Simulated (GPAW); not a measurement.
Crystal: BaTe.

```
Ba Te
1.0
     0.00000    3.41000    3.41000
     3.41000    0.00000    3.41000
     3.41000    3.41000    0.00000
Ba Te
1 1
Direct
  0.00000 0.00000 0.00000
  0.50000 0.50000 0.50000
```

```yaml
Program: GPAW 26.7.0
Task: single point
Functional: PBE
Potentials_or_basis: GPAW PAW data sets (gpaw-data 1.2.1)
Cutoff: 600 eV
Basis: pw
k_mesh: 7 × 7 × 7
Occupations: fermi-dirac, width 0.05 eV
Spin: no spin polarisation
```

On this cell: pressure 4.1 GPa; largest force zero by symmetry; band gap on the k mesh 1.41 eV, indirect (least direct gap 1.78 eV).

The same run follows on a disturbed copy (atoms moved at random, drawn with an rms of 0.05 Å):

```xyz
2
Lattice="0.0000 3.4100 3.4100 3.4100 0.0000 3.4100 3.4100 3.4100 0.0000" Properties=species:S:1:pos:R:3 pbc="T T T"
Ba   -0.0009   -0.0387    0.0102
Te    3.4344    3.4498    3.4255
```

**Question.** What does the disturbed cell give?

**Answer.** The energy moves by +5.1 meV/atom; pressure 4.1 GPa; largest force 0.251 eV/Å; band gap on the k mesh 1.42 eV, indirect (least direct gap 1.79 eV).

Forces on the atoms (eV/Å):
```
Ba   0.075  0.239  0.016
Te  -0.075 -0.239 -0.016
```

Stress tensor (GPa, compression positive):
```
 4.04 -0.03  0.00
-0.03  4.29 -0.01
 0.00 -0.01  4.01
```

Caveats: spin-orbit coupling is left out, which moves the levels of the heavy elements; an odd mesh through Γ misses points on the zone boundary, where band edges often lie.
